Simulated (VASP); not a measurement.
# Zn: intraband terms of a metal's spectrum

Zn, Im-3m (no. 229), 1 atom in the cell. PBE, independent-particle dielectric function; PAW potentials Zn (PBE set).

## Input

INCAR.step1:
```
EDIFF = 1E-7
ENCUT = 320
ISMEAR = 1
KPAR = 4
LASPH = True
LCHARG = True
LMAXMIX = 4
LWAVE = False
PREC = Accurate
SIGMA = 0.1
```

INCAR.step2:
```
CSHIFT = 0.1
EDIFF = 1E-6
ENCUT = 320
ICHARG = 11
ISMEAR = 0
KPAR = 4
LASPH = True
LCHARG = False
LMAXMIX = 4
LWAVE = True
NBANDS = 20
NEDOS = 3000
OMEGAMAX = 30
PREC = Accurate
SIGMA = 0.3
```

INCAR.step3, as INCAR.step2 but for:
```
- LWAVE = True
+ ALGO = None
+ ISTART = 1
+ LOPTICS = True
+ LWAVE = False
+ NELM = 1
```

INCAR.step4, as INCAR.step3 but for:
```
+ WPLASMAI = 0.03
```

INCAR.step5 to INCAR.step6 change the same tag again: WPLASMAI = 0.1, 0.3.

INCAR.step7, as INCAR.step6 but for:
```
- WPLASMAI = 0.3
+ RTIME = 20
```

INCAR.step8, as INCAR.step7 but for:
```
- RTIME = 20
+ RTIME = 1
```

INCAR.step9, as INCAR.step8 but for:
```
- RTIME = 1
+ LNABLA = True
```

INCAR.step10, as INCAR.step9 but for:
```
- ISMEAR = 0
- LNABLA = True
+ ISMEAR = -5
```

KPOINTS.step1:
```
k-points
0
Gamma
  12 12 12
```

KPOINTS.step2:
```
k-points
0
Gamma
  24 24 24
```

POSCAR:
```
Zn
1.0
   -1.5690370000      1.5690370000      1.5690370000
    1.5690370000     -1.5690370000      1.5690370000
    1.5690370000      1.5690370000     -1.5690370000
Zn
1
Direct
    0.0000000000      0.0000000000      0.0000000000
```

Commands (each step's output is kept before the next begins):
```
cat potpaw_PBE.64/Zn/POTCAR > POTCAR
cp INCAR.step1 INCAR
cp KPOINTS.step1 KPOINTS
mpirun -np 4 vasp_std > vasp.out
cp INCAR.step2 INCAR
cp KPOINTS.step2 KPOINTS
mpirun -np 4 vasp_std > vasp.out
cp INCAR.step3 INCAR
mpirun -np 4 vasp_std > vasp.out
cp INCAR.step4 INCAR
mpirun -np 4 vasp_std > vasp.out
cp INCAR.step5 INCAR
mpirun -np 4 vasp_std > vasp.out
cp INCAR.step6 INCAR
mpirun -np 4 vasp_std > vasp.out
cp INCAR.step7 INCAR
mpirun -np 4 vasp_std > vasp.out
cp INCAR.step8 INCAR
mpirun -np 4 vasp_std > vasp.out
cp INCAR.step9 INCAR
mpirun -np 4 vasp_std > vasp.out
cp INCAR.step10 INCAR
mpirun -np 4 vasp_std > vasp.out
```

## Result

- Bands: 20

One ground state, settings moved in the last step alone:

| Settings | Plasma frequency (eV) | Im ε at 0.5 eV | Im ε at 1 eV | Im ε at 2 eV | Im ε at 4 eV | Time (s) |
|---|---|---|---|---|---|---|
| interband part alone | 11.67 | 148.0 | 35.1 | 4.4 | 1.3 | 7 |
| Drude term, WPLASMAI 0.03 | 11.67 | 180.6 | 39.2 | 4.9 | 1.3 | 7 |
| Drude term, WPLASMAI 0.1 | 11.67 | 252.9 | 48.6 | 6.1 | 1.5 | 7 |
| Drude term, WPLASMAI 0.3 | 11.67 | 388.5 | 72.6 | 9.4 | 1.9 | 7 |
| relaxation time RTIME 20 fs | 11.67 | 183.8 | 39.6 | 5.0 | 1.3 | 7 |
| relaxation time RTIME 1 fs | 11.67 | 410.6 | 97.7 | 14.5 | 2.6 | 7 |
| transversal form (LNABLA) | 11.81 | 151.4 | 35.8 | 4.5 | 1.3 | 7 |
| tetrahedron method | – | – | – | – | – | no result |

VASP 6.6.1 took 61 s on 4 cores (Intel Xeon Platinum 8259CL @ 2.50GHz (Skylake/Cascade Lake)), a shared host.
